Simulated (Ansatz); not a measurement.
## What a change of settings does to a run on Tc

The cell is COD entry 1541062, as deposited and not checked against the literature; nothing was relaxed. The listed cell was then made from it by scaling, straining or moving an atom.

First run: DFT, PBE, all-electron PAW with datasets made for the crystal, scalar-relativistic (Ansatz 0.2.0).

Command: `ansatz run input.yaml --threads 1 --pin off --max-ram 2048MiB --backend cpu --events-out ev --progress --plain --runs-dir out` The run took 9.1 s on 1 thread of Arm Neoverse V2 (shared host), peak memory 0.52 GiB.

```yaml
crystal:
  lattice:
    - [2.7937393072, 0.0, 0.0]
    - [-1.3968696536, 2.4194492116, 0.0]
    - [0.0, 0.0, 4.484257193]
  atoms:
    - { symbol: Tc, position: [0.3333333333, 0.6666666667, 0.25] }
    - { symbol: Tc, position: [0.6666666667, 0.3333333333, 0.75] }
kpoints:
  mp_grid: { grid: [17, 17, 9] }
scf:
  occupations: { method: fermi_dirac, width: 0.08 }
hamiltonian:
  xc: pbe
  pseudopotentials: { kind: all_electron, datasets: crystal }
output:
  forces: true
  stress: true
  eigenvalues: true
  efg: { contact_densities: true }
```

Result: converged; pressure -12.89 GPa; no gap on the k mesh; 8 SCF iterations.

The input is then changed:

```diff
@@ -12,5 +12,5 @@
   occupations: { method: fermi_dirac, width: 0.08 }
 hamiltonian:
-  xc: pbe
+  xc: pbesol
   pseudopotentials: { kind: all_electron, datasets: crystal }
 output:
```

Q: Predict the outcome of the changed run.

A: It converged; pressure -21.5 GPa; no gap on the k mesh; 8 SCF iterations.
